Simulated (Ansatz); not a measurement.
## Ligand exchange: C2H5ClSi + C4H10O → C2H6OSi + C4H9Cl

Species: C2H5ClSi `C=C[SiH2]Cl`, singlet; C4H10O (1-butanol) `CCCCO`, singlet; C2H6OSi `C=C[SiH2]O`, singlet; C4H9Cl (1-chlorobutane) `CCCCCl`, singlet. The partners trade Cl for OH: Si–Cl and C–OH bonds give way to Si–OH and C–Cl.

Shapes, held fixed at every level: PBE0-D4/def2-TZVP. Flexible molecules stand in one conformer, not always the lowest. Programs: Ansatz 0.2.0. The zero-point and thermal change to 298 K, harmonic and unscaled (PBE0-D4/def2-TZVP), is -3.1 kJ/mol.

```csv
level,kind,ΔH(298 K) (kJ/mol),less CCSD(T)/CBS estimate,CPU time (sum over the molecules)
PBE-D4/def2-TZVPP,GGA,-18.2,+6.4,41 s
PBE0-D4/def2-TZVPP,global hybrid,-17.7,+6.9,43 s
r2SCAN0-D4/def2-TZVPP,global hybrid,-21.3,+3.3,75 s
MP2/def2-TZVPP,perturbation theory,-27.0,-2.4,–
CCSD/def2-SVP,coupled cluster or CI,-7.1,+17.5,–
CCSD(T)/def2-TZVPP,coupled cluster or CI,-23.9,+0.7,81 min
CCSD(T)/CBS estimate,coupled cluster or CI,-24.6,0.0,87 min
```

The highest level, CCSD(T)/CBS estimate, gives ΔH(298 K) = -24.6 kJ/mol; the levels span -27.0 to -7.1. The column of differences is taken from that level and isn't an error. No measured value is set beside it here. The CBS estimate extrapolates MP2 from def2-TZVPP and def2-QZVPP and adds CCSD(T) − MP2 in the triple-zeta set, cores frozen. Times are processor times on shared x86 and Arm servers, and rough.

Every level makes the exchange exothermic, with the best estimate at -24.6 kJ/mol: chlorine prefers carbon and hydroxyl prefers silicon. Replacing Cl by OH strengthens the bond to either centre, but more so at silicon. The electropositive silicon forms a strongly polar, short Si–O bond, with a further contribution from oxygen lone-pair donation into σ* orbitals on silicon. Since the reaction conserves the broad bond types, much of the correlation error should cancel, yet the change of partner at silicon leaves a visible dependence on method. PBE and PBE0 nearly coincide, so exact exchange alone has little effect on this balance, while r2SCAN0 comes closer to the coupled-cluster reference. The outlier, CCSD/def2-SVP, combines a small basis with missing triples, and probably owes much of its deviation to poor polarisation of the bonds at silicon. The favourable enthalpy doesn't establish a practical route to the silanol, because chlorosilanes and alcohols ordinarily react by O–H cleavage to give alkoxysilanes and HCl.
